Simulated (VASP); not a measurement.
# InAs (F-43m) in VASP: a series of runs

One crystal, InAs, is run at these levels: PBE, r2SCAN; tasks: single point.

Program: VASP 6.6.1. These are calculated values, not measurements. Logs are shortened: lines on timing, memory, paths and dates and some standing lists are left out, and cuts for length are marked.

**What was measured.**

A printed reference work, data compilation reports, for a bulk crystal of InAs at 4.2 K: band gap 0.418 eV (direct).

The runs below are set against these values where they give the same quantity.

### 1 Starting point

The structure is cubic, space group F-43m (No. 216). The conventional cell has a = 6.048 Å, b = 6.048 Å, c = 6.048 Å, α = 90.00°, β = 90.00°, γ = 90.00°. Around In (site symmetry -43m) lie 4 As at 2.62 Å. Around As (site symmetry -43m) lie 4 In at 2.62 Å.

### 2 Single point, PBE

INCAR reads:

```
SYSTEM = InAs
PREC     = Accurate       ! precision mode
ENCUT    = 520            ! plane-wave cutoff, eV
EDIFF    = 1E-7           ! SCF threshold, eV
ISMEAR   = 0              ! smearing method
SIGMA    = 0.1            ! smearing width, eV
LREAL    = .FALSE.        ! projectors in reciprocal space
LASPH    = .TRUE.         ! aspherical terms in the spheres
NELM     = 100            ! most SCF steps
ALGO     = Normal         ! electronic algorithm
ISIF     = 2              ! what is computed and relaxed
LWAVE    = .FALSE.        ! write WAVECAR
LCHARG   = .FALSE.        ! write CHGCAR
GGA      = PE             ! functional
NBANDS   = 16             ! bands
```

KPOINTS reads:

```
regular mesh
0
G
  6 6 6
  0 0 0
```

POSCAR reads:

```
InAs
1.0
    0.0000000000      3.0240000000      3.0240000000
    3.0240000000      0.0000000000      3.0240000000
    3.0240000000      3.0240000000      0.0000000000
In As
1 1
Direct
    0.0000000000      0.0000000000      0.0000000000
    0.7500000000      0.7500000000      0.7500000000
```

Potentials or basis: VASP PAW PBE potentials, release 64 (In_d, As).

Launch:

```
cat potpaw_PBE.64/In_d/POTCAR potpaw_PBE.64/As/POTCAR > POTCAR
mpirun -np 1 vasp_std > vasp.out
```

OUTCAR:

```text
SYSTEM = InAs
   PREC = Accurate
   ENCUT = 520
   EDIFF = 1E-7
   ISMEAR = 0
   LREAL = .FALSE.
   LASPH = .TRUE.
   NELM = 100
   ISIF = 2
   GGA = PE

 ion  position               nearest neighbor table
   1  0.000  0.000  0.000-   2 2.62   2 2.62   2 2.62   2 2.62
   2  0.750  0.750  0.750-   1 2.62   1 2.62   1 2.62   1 2.62

  LATTYP: Found a face centered cubic cell.
 ALAT       =     6.0480000000

  Lattice vectors:

 A1 = (   0.0000000000,   3.0240000000,   3.0240000000)
 A2 = (   3.0240000000,   0.0000000000,   3.0240000000)
 A3 = (   3.0240000000,   3.0240000000,   0.0000000000)

Analysis of symmetry for initial positions (statically):
=====================================================================
 Subroutine PRICEL returns:
 Original cell was already a primitive cell.

 Routine SETGRP: Setting up the symmetry group for a
 face centered cubic supercell.

 Subroutine GETGRP returns: Found 24 space group operations
 (whereof 24 operations were pure point group operations)
 out of a pool of 48 trial point group operations.

The static configuration has the point symmetry T_d .

Analysis of symmetry for dynamics (positions and initial velocities):
=====================================================================
 Subroutine PRICEL returns:
 Original cell was already a primitive cell.

 Routine SETGRP: Setting up the symmetry group for a
 face centered cubic supercell.

 Subroutine GETGRP returns: Found 24 space group operations
 (whereof 24 operations were pure point group operations)
 out of a pool of 48 trial point group operations.

The dynamic configuration has the point symmetry T_d .

 Subroutine INISYM returns: Found 24 space group operations
 (whereof 24 operations are pure point group operations),
 and found     1 'primitive' translations

----------------------------------------------------------------------------------------

                                     Primitive cell

  volume of cell :      55.3064

  direct lattice vectors                    reciprocal lattice vectors
     0.000000000  3.024000000  3.024000000    -0.165343915  0.165343915  0.165343915
     3.024000000  0.000000000  3.024000000     0.165343915 -0.165343915  0.165343915
     3.024000000  3.024000000  0.000000000     0.165343915  0.165343915 -0.165343915

  length of vectors
     4.276581813  4.276581813  4.276581813     0.286384062  0.286384062  0.286384062

  position of ions in fractional coordinates (direct lattice)
     0.000000000  0.000000000  0.000000000
     0.750000000  0.750000000  0.750000000

  ion indices of the primitive-cell ions
   primitive index   ion index
                 1           1
                 2           2

----------------------------------------------------------------------------------------

 KPOINTS: regular mesh

Automatic generation of k-mesh.
 Grid dimensions read from file:
 generate k-points for:    6    6    6

 Generating k-lattice:

  Cartesian coordinates                     Fractional coordinates (reciprocal lattice)
    -0.027557319  0.027557319  0.027557319     0.166666667  0.000000000  0.000000000
     0.027557319 -0.027557319  0.027557319     0.000000000  0.166666667  0.000000000
     0.027557319  0.027557319 -0.027557319     0.000000000  0.000000000  0.166666667

  Length of vectors
     0.047730677  0.047730677  0.047730677

  Shift w.r.t. Gamma in fractional coordinates (k-lattice)
     0.000000000  0.000000000  0.000000000

 Subroutine IBZKPT returns following result:
 ===========================================

 Found     16 irreducible k-points:

 Following reciprocal coordinates:
            Coordinates               Weight
  0.000000  0.000000  0.000000      1.000000
  0.166667  0.000000  0.000000      8.000000
  0.333333  0.000000  0.000000      8.000000
  0.500000  0.000000  0.000000      4.000000
  0.166667  0.166667  0.000000      6.000000
  0.333333  0.166667  0.000000     24.000000
[... 8 lines left out ...]
 -0.333333  0.333333  0.166667     24.000000
 -0.333333  0.500000  0.166667     12.000000
   k-points           NKPTS =     16   k-points in BZ     NKDIM =     16   number of bands    NBANDS=     16
   number of dos      NEDOS =    301   number of ions     NIONS =      2
   total plane-waves  NPLWV =  32768
   dimension x,y,z NGX =    32 NGY =   32 NGZ =   32
   dimension x,y,z NGXF=    64 NGYF=   64 NGZF=   64
   ions per type =               1   1
   NGX,Y,Z   is equivalent  to a cutoff of  12.44, 12.44, 12.44 a.u.
   NGXF,Y,Z  is equivalent  to a cutoff of  24.88, 24.88, 24.88 a.u.
 SYSTEM =  InAs
   PREC   = accura    normal or accurate (medium, high low for compatibility)
   ISTART =      0    job   : 0-new  1-cont  2-samecut
   ICHARG =      2    charge: 1-file 2-atom 10-const
   ISPIN  =      1    spin polarized calculation?
   LNONCOLLINEAR =      F non collinear calculations
   LSORBIT =      F    spin-orbit coupling
   LASPH  =      T    aspherical Exc in radial PAW
   ENCUT  =  520.0 eV  38.22 Ry    6.18 a.u.   7.95  7.95  7.95*2*pi/ulx,y,z
   NELM   =    100;   NELMIN=  2; NELMDL= -5     # of ELM steps
   EDIFF  = 0.1E-06   stopping-criterion for ELM
   LREAL  =      F    real-space projection
   EDIFFG = 0.1E-05   stopping-criterion for IOM
   NSW    =      0    number of steps for IOM
   IBRION =     -1    ionic relax: 0-MD 1-quasi-New 2-CG
   NFREE  =      0    steps in history (QN), initial steepest desc. (CG)
   ISIF   =      2    stress and relaxation
   ISYM   =      2    0-nonsym 1-usesym 2-fastsym
   POTIM  = 0.5000    time-step for ionic-motion
   TEBEG  =    0.0;   TEEND  =   0.0 temperature during run
   PSTRESS=    0.0 pullay stress
   NELECT =      18.0000    total number of electrons
   NUPDOWN=      -1.0000    fix difference up-down
   EMIN   =  10.00;   EMAX   =-10.00  energy-range for DOS
   EFERMI =   0.00;   METHOD = LEGACY
   ISMEAR =     0;   SIGMA  =   0.10  broadening in eV -4-tet -1-fermi 0-gaus
   EFERMI_NEDOS =   21; number of points for ismear=-14 and -15
   IALGO  =     38    algorithm
   IMIX   =      4    mixing-type and parameters
     AMIX     =   0.40;   BMIX     =  1.00
     AMIX_MAG =   1.60;   BMIX_MAG =  1.00
  volume/ion in A,a.u.               =      27.65       186.61
  Fermi-wavevector in a.u.,A,eV,Ry     =   1.126092  2.128005 17.253320  1.268083
  Thomas-Fermi vector in A             =   2.262772
   LORBIT       =      0    0 simple, 1 ext, 2 COOP (PROOUT), +10 PAW based schemes
   GGA     = PE    functional components
   LHFCALC =     F    Hartree Fock is set to
   AEXX    =    0.0000 exact exchange contribution
   IVDW    =     0    specifies the selected vdW correction
   LEPSILON=     F    determine dielectric tensor
   LRPA    =     F    only Hartree local field effects (RPA)
 non-spin polarized calculation
 Gauss-broadening in eV      SIGMA  =   0.10
  energy-cutoff  :      520.00
  volume of cell :       55.31
 maximum number of plane-waves:      1524
   NGX = 15   NGY = 15   NGZ = 15

 number of electron      17.9999990 magnetization

 Free energy of the ion-electron system (eV)
  ---------------------------------------------------
  ext. energy  EPLUGINS =         0.00000000
  ---------------------------------------------------
  free energy    TOTEN  =        -7.65499951 eV

  energy without entropy =       -7.65428417  energy(sigma->0) =       -7.65464184

 E-fermi :   4.5399     XC(G=0):  -9.0876

 val. band max:        4.5094076315   @ k =   0.0000   0.0000   0.0000
 cond. band min:       5.4622573089   @ k =   0.5000   0.0000   0.0000
 fundamental gap:      0.9528496774
 Fermi energy:         4.5399011645

 k-point     1 :       0.0000    0.0000    0.0000
  band No.  band energies     occupation
      1      -9.8879      2.00000
      2      -9.8879      2.00000
      3      -9.8879      2.00000
      4      -9.7626      2.00000
      5      -9.7626      2.00000
      6      -7.3486      2.00000
[... 8 lines left out ...]
     15      14.1852      0.00000
     16      14.1852      0.00000

 k-point     2 :       0.1667    0.0000    0.0000
  band No.  band energies     occupation
      1      -9.9214      2.00000
      2      -9.8781      2.00000
      3      -9.8781      2.00000
      4      -9.7626      2.00000
      5      -9.7626      2.00000
      6      -7.0665      2.00000
[... 8 lines left out ...]
     15      13.1032      0.00000
     16      13.1032      0.00000

 k-point     3 :       0.3333    0.0000    0.0000
  band No.  band energies     occupation
      1      -9.9823      2.00000
      2      -9.8622      2.00000
      3      -9.8622      2.00000
      4      -9.7587      2.00000
      5      -9.7587      2.00000
      6      -6.3647      2.00000
[... 8 lines left out ...]
     15      13.5828      0.00000
     16      13.5828      0.00000

 k-point     4 :       0.5000    0.0000    0.0000
  band No.  band energies     occupation
      1     -10.0104      2.00000
      2      -9.8564      2.00000
      3      -9.8564      2.00000
      4      -9.7545      2.00000
      5      -9.7545      2.00000
      6      -5.8795      2.00000
[... 8 lines left out ...]
     15      15.2570      0.00000
     16      15.2570      0.00000
[... 172 lines left out ...]
 k-point    14 :       0.5000    0.3333    0.1667
  band No.  band energies     occupation
      1     -10.0236      2.00000
      2      -9.8438      2.00000
      3      -9.8315      2.00000
      4      -9.7776      2.00000
      5      -9.7512      2.00000
      6      -5.8327      2.00000
[... 8 lines left out ...]
     15      15.1266      0.00000
     16      16.4813      0.00000

 k-point    15 :      -0.3333    0.3333    0.1667
  band No.  band energies     occupation
      1     -10.0359      2.00000
      2      -9.8433      2.00000
      3      -9.8232      2.00000
      4      -9.7735      2.00000
      5      -9.7550      2.00000
      6      -5.4598      2.00000
[... 8 lines left out ...]
     15      15.3573      0.00000
     16      16.2793      0.00000

 k-point    16 :      -0.3333    0.5000    0.1667
  band No.  band energies     occupation
      1     -10.0522      2.00000
      2      -9.8298      2.00000
      3      -9.8128      2.00000
      4      -9.7844      2.00000
      5      -9.7491      2.00000
      6      -5.2992      2.00000
[... 8 lines left out ...]
     15      16.1423      0.00000
     16      16.3589      0.00000

------------------------ aborting loop because EDIFF is reached ----------------------------------------

  FORCE on cell =-STRESS in cart. coord.  units (eV):
  Direction    XX          YY          ZZ          XY          YZ          ZX
  --------------------------------------------------------------------------------------
  -------------------------------------------------------------------------------------
  Total        1.3910542      1.3910542      1.3910542      0.0000000      0.0000000      0.0000000
  in kB       40.2976095     40.2976095     40.2976095      0.0000000      0.0000000      0.0000000
  external PRESSURE =      40.2976095 kB  Pullay stress =       0.0000000 kB

 VOLUME and BASIS-vectors are now :
 -----------------------------------------------------------------------------
  energy-cutoff  :      520.00
  volume of cell :       55.31
      direct lattice vectors                 reciprocal lattice vectors
     0.000000000  3.024000000  3.024000000    -0.165343915  0.165343915  0.165343915
     3.024000000  0.000000000  3.024000000     0.165343915 -0.165343915  0.165343915
     3.024000000  3.024000000  0.000000000     0.165343915  0.165343915 -0.165343915

 POSITION                                       TOTAL-FORCE (eV/Angst)
 -----------------------------------------------------------------------------------
      0.00000      0.00000      0.00000         0.000000      0.000000      0.000000
      4.53600      4.53600      4.53600        -0.000000     -0.000000     -0.000000
 -----------------------------------------------------------------------------------
    total drift:                                0.000000      0.000000      0.000000

  FREE ENERGIE OF THE ION-ELECTRON SYSTEM (eV)
  ---------------------------------------------------
  free  energy   TOTEN  =        -7.6549995071 eV

  energy  without entropy=       -7.6542841750  energy(sigma->0) =       -7.65464184
```

Wall time 8.2 s (1 thread of Intel Xeon Platinum 8488C (Sapphire Rapids), shared host); peak memory 0.17 GiB.

Results:

* Free energy: -7.6550 eV
* Pressure: 4.0 GPa
* Band gap on the k mesh: none (metal or under the smearing width)

Caveat: this crystal is a semiconductor, whose small gap the functional closes, so the metal is an error of the method.

### 3 Single point, PBE (In replaced by Ga, lengths x 0.954, strained and moved within the space group)

INCAR reads:

```
ALGO = Fast
EDIFF = 1E-7
ENCUT = 520
GGA = PE
ISIF = 2
ISMEAR = 0
LASPH = True
LCHARG = False
LREAL = False
LWAVE = False
NBANDS = 16
NELM = 100
PREC = Accurate
SIGMA = 0.02
```

KPOINTS reads:

```
k-points
0
Gamma
  12 12 12
```

POSCAR reads:

```
GaAs
1.0
    0.0000000000      2.8382867752      2.8382867752
    2.8382867752      0.0000000000      2.8382867752
    2.8382867752      2.8382867752      0.0000000000
Ga As
1 1
Direct
    0.0000000000      0.0000000000      0.0000000000
    0.7500000000      0.7500000000      0.7500000000
```

Potentials or basis: VASP PAW PBE potentials, release 64 (Ga_d, As).

Launch:

```
cat potpaw_PBE.64/Ga_d/POTCAR potpaw_PBE.64/As/POTCAR > POTCAR
mpirun -np 1 vasp_std > vasp.out
```

It took 36 s on 1 thread of AMD EPYC 9R14 (Zen 4), shared host; peak memory 0.17 GiB.

Results (log left out):

| Quantity | Value |
| --- | --- |
| Free energy | -8.2622 eV |
| Pressure | 2.6 GPa |
| Band gap on the k mesh | 0.43 eV, direct |

Levels at points of the mesh, in eV from the valence-band top:
```
           k point  band 6  band 7  band 8  band 9  band 10  band 11  band 12  band 13
(0.00, 0.00, 0.00)  -12.64    0.00    0.00    0.00     0.43     3.73     3.73     3.73
(0.50, 0.00, 0.00)  -10.91   -6.57   -1.12   -1.12     0.97     4.63     4.63     7.74
(0.50, 0.50, 0.00)  -10.19   -6.76   -2.64   -2.64     1.49     1.66    10.07    10.07
```

### 4 Single point, PBE (In replaced by Ga, lengths x 0.954, strained and moved within the space group)

INCAR reads:

```
SYSTEM = GaAs
ALGO = Normal ; EDIFF = 1E-6
ENCUT = 520 ; GGA = PE
ISIF = 2 ; ISMEAR = 0
LASPH = .TRUE. ; LCHARG = .TRUE.
LELF = .TRUE. ; LREAL = .FALSE.
LVHAR = .TRUE. ; LWAVE = .FALSE.
NBANDS = 16 ; NELM = 100
PREC = Accurate ; SIGMA = 0.1
```

KPOINTS reads:

```
k-points
0
G
  6 6 6
  0 0 0
```

POSCAR is that of step 3.

Launch:

```
cat potpaw_PBE.64/Ga_d/POTCAR potpaw_PBE.64/As/POTCAR > POTCAR
mpirun -np 1 vasp_std > vasp.out
```

Wall time 8.6 s (1 thread of AMD EPYC 9R14 (Zen 4), shared host); peak memory 0.14 GiB.

It converged, with:

```
Free energy            : -8.2373 eV
Pressure               : 2.5 GPa
Band gap on the k mesh : 0.43 eV, direct
```

Levels at points of the mesh, in eV from the valence-band top:
| k point | band 5 | band 6 | band 7 | band 8 | band 9 | band 10 | band 11 | band 12 | band 13 | band 14 |
| --- | --- | --- | --- | --- | --- | --- | --- | --- | --- | --- |
| (0.00, 0.00, 0.00) | -14.72 | -12.64 | 0.00 | 0.00 | 0.00 | 0.43 | 3.72 | 3.72 | 3.72 | 7.55 |
| (0.50, 0.00, 0.00) | -14.72 | -10.91 | -6.58 | -1.12 | -1.12 | 0.96 | 4.62 | 4.62 | 7.74 | 10.31 |
| (0.50, 0.50, 0.00) | -14.71 | -10.19 | -6.77 | -2.64 | -2.64 | 1.48 | 1.66 | 10.07 | 10.07 | 10.87 |

### 5 Single point, r2SCAN (functional r2SCAN, strained and moved within the space group)

POSCAR reads:

```
InAs
1.0
    0.0000000000      3.1404844800      3.1404844800
    3.1404844800      0.0000000000      3.1404844800
    3.1404844800      3.1404844800      0.0000000000
In As
1 1
Direct
    0.0000000000      0.0000000000      0.0000000000
    0.7500000000      0.7500000000      0.7500000000
```

INCAR.step1 reads:

```
SYSTEM = InAs
PREC = Accurate
ENCUT = 520
ISMEAR = 0
SIGMA = 0.1
LREAL = .False.
LASPH = .True.
NELM = 100
NBANDS = 16
GGA = PE
ALGO = Normal
EDIFF = 1E-4
LWAVE = .True.
LCHARG = .False.
```

INCAR.step2 reads:

```
SYSTEM = InAs
PREC = Accurate
ENCUT = 520
EDIFF = 1E-7
ISMEAR = 0
SIGMA = 0.1
LREAL = .False.
LASPH = .True.
NELM = 100
ALGO = Normal
ISIF = 2
LWAVE = .False.
LCHARG = .True.
METAGGA = R2SCAN
LMIXTAU = .True.
LELF = .True.
LVHAR = .True.
NBANDS = 16
ISTART = 1
```

KPOINTS reads:

```
regular mesh
0
Gamma
  12 12 12
  0 0 0
```

Potentials or basis: VASP PAW PBE potentials, release 64 (In_d, As).

Launch:

```
cat potpaw_PBE.64/In_d/POTCAR potpaw_PBE.64/As/POTCAR > POTCAR
cp INCAR.step1 INCAR
mpirun -np 1 vasp_std > vasp.out
cp INCAR.step2 INCAR
mpirun -np 1 vasp_std > vasp.out
```

Run time: 4.9 min. Hardware: 1 thread of AMD EPYC 9R14 (Zen 4), shared host; peak memory 0.23 GiB.

The run converged. Its results:

```
Free energy            : -37.9975 eV
Pressure               : -3.9 GPa
Band gap on the k mesh : none (metal or under the smearing width)
```

Levels at points of the mesh, in eV from the Fermi level:
```tsv
k point	band 6	band 7	band 8	band 9	band 10	band 11	band 12	band 13
(0.00, 0.00, 0.00)	-11.67	-0.44	-0.07	-0.07	-0.07	4.13	4.13	4.13
(0.50, 0.00, 0.00)	-10.47	-5.40	-0.93	-0.93	0.98	4.89	4.89	6.99
(0.50, 0.50, 0.00)	-10.02	-5.54	-2.10	-2.10	1.92	2.22	9.01	9.06
```

Caveat: the PAW data sets were made with another functional, which shifts forces and pressure a little.

(Continued in part 2 of 2.)
